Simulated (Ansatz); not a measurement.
Pb under changes of volume

One of the cells (30.323 Å³/atom); the others are scaled copies at fixed shape and fractional positions:

```
CELL_PARAMETERS angstrom
0.00000 2.47502 2.47502
2.47502 0.00000 2.47502
2.47502 2.47502 0.00000
ATOMIC_POSITIONS crystal
Pb 0.00000 0.00000 0.00000
```

- Program: Ansatz 0.2.0
- Functional: RPBE
- Dispersion: D3(BJ)
- Potentials or basis: all-electron LAPW, relativistic spinors
- Cutoff: 154 eV (chosen from the basis error)
- Basis error allowed: 0.001 eV/atom
- k mesh: 7 × 7 × 7
- Occupations: fermi-dirac, width 0.025 eV
- Spin: non-collinear spin, ferromagnetic start, spin-orbit coupling
- Starting moments: [[0.289, 0.289, 0.289]] μB

```tsv
volume (Å³/atom)	energy over the lowest point (meV/atom)	pressure (GPa)
28.503	0.00	-14.8
29.110	57.19	-15.4
29.716	116.44	-15.9
30.323	177.33	-16.3
30.929	?	?
31.535	302.54	-16.8
32.142	366.27	-16.9
```

What does the run at 30.929 Å³/atom give?

Energy over the lowest point 239.47 meV/atom; pressure -16.6 GPa.

Worked out: A Birch-Murnaghan fit of order 3 (a polynomial in V^(-2/3)) to the other rows has no minimum within the range. It gives 239.48 meV/atom at 30.929 Å³/atom, against the run's 239.47, and -dE/dV = -16.6 GPa, against -16.6.

Energies are extrapolated to zero smearing.

Caveats: the k mesh is thin for a metal, which can move the energy by tens of meV per atom; pairwise dispersion overbinds metals, which lowers pressure and volume; the starting moments weren't kept.
